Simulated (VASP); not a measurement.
# CaF2 (Fluorite) (Fm-3m) in VASP: a series of runs, part 2 of 2

VASP 6.6.1. Earlier steps stand in the parts before.

### 3 Relaxation of the atoms, PBE+D3(BJ)

Contents of INCAR:

```
PREC = Accurate ; ENCUT = 600
EDIFF = 1E-7 ; ISMEAR = 0
SIGMA = 0.03 ; LREAL = F
LASPH = T ; NELM = 80
ALGO = Normal ; ISIF = 2
LWAVE = F ; LCHARG = F
GGA = PE ; IVDW = 12
IBRION = 2 ; NSW = 40
EDIFFG = -0.01
```

Contents of KPOINTS:

```
Automatic mesh
0
Gamma
  8 8 8
```

Contents of POSCAR:

```
CaF2                                    
1.0
    0.0000000000      2.7369029916      2.7369029916
    2.7369029916      0.0000000000      2.7369029916
    2.7369029916      2.7369029916      0.0000000000
  Ca              F             
     1     2
Direct
     0.0000000000000000    0.0000000000000000    0.0000000000000000
     0.2500000000000000    0.2500000000000000    0.2500000000000000
     0.7500000000000000    0.7500000000000000    0.7500000000000000
```

Potentials or basis: VASP PAW PBE potentials, release 64 (Ca_sv, F).

Started as:

```console
> cat potpaw_PBE.64/Ca_sv/POTCAR potpaw_PBE.64/F/POTCAR > POTCAR
> mpirun -np 1 vasp_std > vasp.out
```

OUTCAR:

```text
PREC = Accurate
   ENCUT = 600
   EDIFF = 1E-7
   ISMEAR = 0
   LREAL = F
   LASPH = T
   NELM = 80
   ISIF = 2
   GGA = PE
   IVDW = 12
   IBRION = 2
   NSW = 40
   EDIFFG = -0.01
 IVDW          = 12

 ion  position               nearest neighbor table
   1  0.000  0.000  0.000-   3 2.37   3 2.37   3 2.37   2 2.37   2 2.37   2 2.37   3 2.37   2 2.37

   2  0.250  0.250  0.250-   1 2.37   1 2.37   1 2.37   1 2.37
   3  0.750  0.750  0.750-   1 2.37   1 2.37   1 2.37   1 2.37

  LATTYP: Found a face centered cubic cell.
[... 656 lines left out ...]

  FORCE on cell =-STRESS in cart. coord.  units (eV):
  Direction    XX          YY          ZZ          XY          YZ          ZX
  --------------------------------------------------------------------------------------
  -------------------------------------------------------------------------------------
  Total      -0.01454    -0.01454    -0.01454     0.00000     0.00000    -0.00000
  in kB      -0.56806    -0.56806    -0.56806     0.00000     0.00000    -0.00000
  external pressure =       -0.57 kB  Pullay stress =        0.00 kB

 VOLUME and BASIS-vectors are now :
 -----------------------------------------------------------------------------
  energy-cutoff  :      600.00
  volume of cell :       41.00
      direct lattice vectors                 reciprocal lattice vectors
     0.000000000  2.736902992  2.736902992    -0.182688243  0.182688243  0.182688243
     2.736902992  0.000000000  2.736902992     0.182688243 -0.182688243  0.182688243
     2.736902992  2.736902992  0.000000000     0.182688243  0.182688243 -0.182688243

 POSITION                                       TOTAL-FORCE (eV/Angst)
 -----------------------------------------------------------------------------------
      0.00000      0.00000      0.00000         0.000000      0.000000      0.000000
      1.36845      1.36845      1.36845        -0.000000     -0.000000     -0.000000
      4.10535      4.10535      4.10535         0.000000      0.000000      0.000000
 -----------------------------------------------------------------------------------
    total drift:                                0.000000     -0.000000      0.000000

  FREE ENERGIE OF THE ION-ELECTRON SYSTEM (eV)
  ---------------------------------------------------
  free  energy   TOTEN  =       -17.8041336505 eV

  energy  without entropy=      -17.8041336505  energy(sigma->0) =      -17.80413365

 reached required accuracy - stopping structural energy minimisation
```

OSZICAR:

```text
N       E                     dE             d eps       ncg     rms          rms(c)
DAV:   1     0.243612786081E+03    0.24361E+03   -0.15055E+04   928   0.170E+03
DAV:   2    -0.787088894203E+01   -0.25148E+03   -0.24736E+03  1208   0.411E+02
DAV:   3    -0.182232896479E+02   -0.10352E+02   -0.10345E+02  1032   0.950E+01
DAV:   4    -0.186365041731E+02   -0.41321E+00   -0.41307E+00  1600   0.140E+01
DAV:   5    -0.186394085265E+02   -0.29044E-02   -0.29043E-02  1008   0.130E+00    0.801E+00
DAV:   6    -0.173099119336E+02    0.13295E+01   -0.72602E+00   960   0.191E+01    0.312E+00
DAV:   7    -0.173140289884E+02   -0.41171E-02   -0.19148E-01  1232   0.397E+00    0.167E+00
DAV:   8    -0.173322698032E+02   -0.18241E-01   -0.34425E-02  1184   0.232E+00    0.196E-01
DAV:   9    -0.173366555881E+02   -0.43858E-02   -0.78236E-03  1216   0.708E-01    0.135E-01
DAV:  10    -0.173375443642E+02   -0.88878E-03   -0.13833E-03  1160   0.280E-01    0.361E-02
DAV:  11    -0.173375542264E+02   -0.98622E-05   -0.98689E-05  1272   0.931E-02    0.160E-02
DAV:  12    -0.173375611595E+02   -0.69331E-05   -0.24631E-05  1168   0.485E-02    0.346E-03
DAV:  13    -0.173375614900E+02   -0.33056E-06   -0.35077E-06  1344   0.160E-02    0.373E-03
DAV:  14    -0.173375610867E+02    0.40333E-06   -0.85517E-07  1144   0.880E-03    0.742E-04
DAV:  15    -0.173375610678E+02    0.18945E-07   -0.38246E-08   840   0.196E-03
   1 F= -.17804134E+02 E0= -.17804134E+02  d E =-.178041E+02
```

CONTCAR:

```text
CaF2
   1.00000000000000
     0.0000000000000000    2.7369029916000001    2.7369029916000001
     2.7369029916000001    0.0000000000000000    2.7369029916000001
     2.7369029916000001    2.7369029916000001    0.0000000000000000
  Ca              F
     1     2
Direct
     0.0000000000000000    0.0000000000000000    0.0000000000000000
     0.2500000000000000    0.2500000000000000    0.2500000000000000
     0.7500000000000000    0.7500000000000000    0.7500000000000000

  0.00000000E+00  0.00000000E+00  0.00000000E+00
  0.00000000E+00  0.00000000E+00  0.00000000E+00
  0.00000000E+00  0.00000000E+00  0.00000000E+00
```

Wall time 13 s (1 thread of Intel Xeon 6975P-C (Granite Rapids), shared host); peak memory 0.19 GiB.

Results:

```yaml
Free_energy: -17.8041 eV
Pressure_after_relaxing: -0.1 GPa
Band_gap_on_the_k_mesh: 7.24 eV, indirect (least direct gap 7.50 eV)
Dispersion_energy_per_atom: -0.156 eV
```

Final structure:
```xyz
3
Lattice="0.0000 2.7369 2.7369 2.7369 0.0000 2.7369 2.7369 2.7369 0.0000" Properties=species:S:1:pos:R:3 pbc="T T T"
Ca    0.0000    0.0000    0.0000
F     1.3685    1.3685    1.3685
F     4.1054    4.1054    4.1054
```

Caveat: the relaxation stopped at its first step, so nothing moved.

### 4 Relaxation of the atoms, PBE+D3(BJ) (a relaxed cell with its volume scaled by 1.02)

INCAR is that of step 3.

KPOINTS is that of step 3.

Contents of POSCAR:

```
CaF2                                    
1.0
    0.0000000000      2.7550287052      2.7550287052
    2.7550287052      0.0000000000      2.7550287052
    2.7550287052      2.7550287052      0.0000000000
  Ca              F             
     1     2
Direct
     0.0000000000000000    0.0000000000000000    0.0000000000000000
     0.2500000000000000    0.2500000000000000    0.2500000000000000
     0.7500000000000000    0.7500000000000000    0.7500000000000000
```

Started as:

```console
> cat potpaw_PBE.64/Ca_sv/POTCAR potpaw_PBE.64/F/POTCAR > POTCAR
> mpirun -np 1 vasp_std > vasp.out
```

Wall time 15 s (1 thread of Intel Xeon 6975P-C (Granite Rapids), shared host); peak memory 0.19 GiB.

The run converged. Its results:

```
Free energy                : -17.8020 eV
Pressure after relaxing    : -1.6 GPa
Band gap on the k mesh     : 7.13 eV, indirect (least direct gap 7.38 eV)
Dispersion energy per atom : -0.152 eV
```

Final structure:
```yaml
crystal:
  lattice:
    - [0.00000, 2.75503, 2.75503]
    - [2.75503, 0.00000, 2.75503]
    - [2.75503, 2.75503, 0.00000]
  atoms:
    - { symbol: Ca, position: [0.00000, 0.00000, 0.00000] }
    - { symbol: F, position: [0.25000, 0.25000, 0.25000] }
    - { symbol: F, position: [0.75000, 0.75000, 0.75000] }
```

Levels at points of the mesh, in eV from the valence-band top:
| k point | band 10 | band 11 | band 12 | band 13 | band 14 | band 15 |
| --- | --- | --- | --- | --- | --- | --- |
| (0.00, 0.00, 0.00) | -0.25 | -0.25 | -0.25 | 7.13 | 9.06 | 9.06 |
| (0.50, 0.00, 0.00) | -1.20 | -0.82 | -0.82 | 9.27 | 9.27 | 9.58 |
| (0.50, 0.50, 0.00) | -0.35 | -0.35 | 0.00 | 8.04 | 9.37 | 9.94 |

Caveat: the relaxation stopped at its first step, so nothing moved. A k mesh can miss the band edges.

### 5 Relaxation of the atoms, PBE+D3(BJ) (a relaxed cell with its volume scaled by 1.04)

INCAR is that of step 4.

KPOINTS is that of step 4.

Contents of POSCAR:

```
CaF2                                    
1.0
    0.0000000000      2.7729190033      2.7729190033
    2.7729190033      0.0000000000      2.7729190033
    2.7729190033      2.7729190033      0.0000000000
  Ca              F             
     1     2
Direct
     0.0000000000000000    0.0000000000000000    0.0000000000000000
     0.2500000000000000    0.2500000000000000    0.2500000000000000
     0.7500000000000000    0.7500000000000000    0.7500000000000000
```

Started as:

```console
> cat potpaw_PBE.64/Ca_sv/POTCAR potpaw_PBE.64/F/POTCAR > POTCAR
> mpirun -np 1 vasp_std > vasp.out
```

Wall time 14 s (1 thread of Intel Xeon 6975P-C (Granite Rapids), shared host); peak memory 0.19 GiB.

The run converged. Its results:

```yaml
Free_energy: -17.7922 eV
Pressure_after_relaxing: -3.0 GPa
Band_gap_on_the_k_mesh: 7.01 eV, indirect (least direct gap 7.26 eV)
Dispersion_energy_per_atom: -0.149 eV
```

Final structure:
```cif
data_structure
_symmetry_space_group_name_H-M 'P 1'
_symmetry_Int_Tables_number 1
_cell_length_a 3.9215
_cell_length_b 3.9215
_cell_length_c 3.9215
_cell_angle_alpha 60.000
_cell_angle_beta 60.000
_cell_angle_gamma 60.000
_cell_volume 42.64
loop_
_atom_site_label
_atom_site_type_symbol
_atom_site_fract_x
_atom_site_fract_y
_atom_site_fract_z
_atom_site_occupancy
Ca1 Ca 0.00000 0.00000 0.00000 1
F1 F 0.25000 0.25000 0.25000 1
F2 F 0.75000 0.75000 0.75000 1
```

Levels at points of the mesh, in eV from the valence-band top:
```tsv
k point	band 8	band 9	band 10	band 11	band 12	band 13	band 14	band 15	band 16
(0.00, 0.00, 0.00)	-1.97	-1.97	-0.25	-0.25	-0.25	7.01	8.99	8.99	10.87
(0.50, 0.00, 0.00)	-1.41	-1.24	-1.18	-0.80	-0.80	9.18	9.18	9.45	10.50
(0.50, 0.50, 0.00)	-1.58	-1.58	-0.34	-0.34	0.00	7.99	9.26	9.83	10.56
```

Caveat: the relaxation stopped at its first step, so nothing moved. A k mesh can miss the band edges.

### 6 Overview

```csv
cell,gap on the mesh (eV),pressure (GPa)
atoms relaxed from: a relaxed cell with its volume scaled by 0.98,7.36,1.7
atoms relaxed,7.24,-0.1
atoms relaxed from: a relaxed cell with its volume scaled by 1.02,7.13,-1.6
atoms relaxed from: a relaxed cell with its volume scaled by 1.04,7.01,-3.0
```

Alike in all rows: task relaxation of the atoms; level PBE+D3(BJ); potentials or basis VASP PAW PBE potentials, release 64 (Ca_sv, F); no spin polarisation; k mesh 8 × 8 × 8; cutoff (eV) 600; smearing gaussian 0.03 eV.

Caveats: the relaxation stopped at its first step, so nothing moved.

Total energies depend on the potentials used, so only differences within one code and one set of settings carry meaning.
